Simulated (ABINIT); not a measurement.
Runs of ABINIT 10.8.3 (patched build) on Zr. It takes space group P6_3/mmc (No. 194, hexagonal). The conventional cell has a = 3.232 Å, b = 3.232 Å, c = 5.147 Å, α = 90.00°, β = 90.00°, γ = 120.00°. Zr (site symmetry -6m2) has 12 Zr at 3.18 to 3.23 Å as nearest neighbours. 

```csv
task,level,potentials or basis,cell,k mesh,cutoff (eV),fine-grid cutoff,cell freedom (optcell),cutoff smearing ecutsm (Ha),optimiser (ionmov),force stop (Ha/bohr),mesh quality,gap on the mesh (eV),pressure (GPa)
single point,r2SCAN,JTH PAW PBE v2.0,as given,5 × 5 × 3,544,1088.46 eV,-,-,-,-,coarse,none,(b)
single point,r2SCAN,JTH PAW PBE v2.0,as given,4 × 4 × 2,544,1088.46 eV,-,-,-,-,coarse,none,1.2
single point,PBEsol,JTH PAW PBE v2.0,as given,5 × 5 × 3,463,925.187 eV,-,-,-,-,coarse,none,(a)
band structure,BLYP,JTH PAW PBE v2.0,as given,9 × 9 × 5,463,925.187 eV,-,-,-,-,not flagged,none,3.5
relaxation of cell and atoms,LDA-PZ,JTH PAW LDA v2.0,relaxed,9 × 9 × 5,463,925.187 eV,2,0.5,22,5e-05,not flagged,none,0.0
band structure,PBEsol,PseudoDojo NC SR PBEsol v0.4 stringent,as given,9 × 9 × 5,898,-,-,-,-,-,not flagged,none,-3.2
band structure,SOGGA,JTH PAW PBE v2.0,as given,9 × 9 × 5,463,925.187 eV,-,-,-,-,not flagged,none,-3.7
```

Alike in all rows: no spin polarisation; smearing fermi-dirac 0.05 eV.

Q: Fill in the values left out.

A: (a) -3.1; (b) 0.7.

Caveats: some runs use coarse meshes; the PAW data sets were made with another functional, which shifts forces and pressure a little (some runs).

A k mesh can miss the band edges, and the runs leave out spin-orbit coupling on Zr.

A gap of «none» marks a metal or a gap under the smearing width.
